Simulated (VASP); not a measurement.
Set up this calculation in VASP 6.6.1, as the native input.

| Property | Result |
| --- | --- |
| Task | single point |
| Functional | RPBE |
| Potentials or basis | VASP PAW PBE potentials, release 64 (Al) |
| Cutoff | 520 eV |
| k mesh | 14 × 14 × 8 |
| Occupations | fermi-dirac, width 0.1 eV |
| Spin | no spin polarisation |
| Dipole correction | no |
| Further INCAR settings | ALGO = Normal; EDIFF = 1e-07; NBANDS = 10 |

The structure of Al lies in POSCAR:

```
Al
1.0
    2.8172056632      0.0000000000      0.0000000000
   -1.4086028316      2.4397716720      0.0000000000
    0.0000000000      0.0000000000      4.5320519396
Al
2
Direct
    0.3333333333      0.6666666667      0.2500000000
    0.6666666667      0.3333333333      0.7500000000
```

This isn't the form of Al at room conditions, which is fcc.

These files were run (other wordings do the same):

INCAR

```
  PREC = Accurate
  ENCUT = 520
  EDIFF = 1E-7
  ISMEAR = -1
  SIGMA = 0.1
  LREAL = F
  LASPH = T
  NELM = 60
  ALGO = Normal
  ISIF = 2
  LWAVE = F
  LCHARG = F
  GGA = RP
  NBANDS = 10
```

KPOINTS

```
Automatic mesh
0
Gamma
  14 14 8
```

Potentials or basis: VASP PAW PBE potentials, release 64 (Al).

Command:

```bash
$ cat potpaw_PBE.64/Al/POTCAR > POTCAR
$ mpirun -np 1 vasp_std > vasp.out
```

It gave:

```json
{"Pressure": "7.2 GPa", "Band gap on the k mesh": "none (metal or under the smearing width)"}
```

Caveat: the PAW data sets were made with another functional, which shifts forces and pressure a little.

It took 40 s on 1 thread of Intel(R) Xeon(R) Platinum 8375C CPU @ 2.90GHz (Ice Lake), with other jobs on the host, peak memory 0.16 GiB.
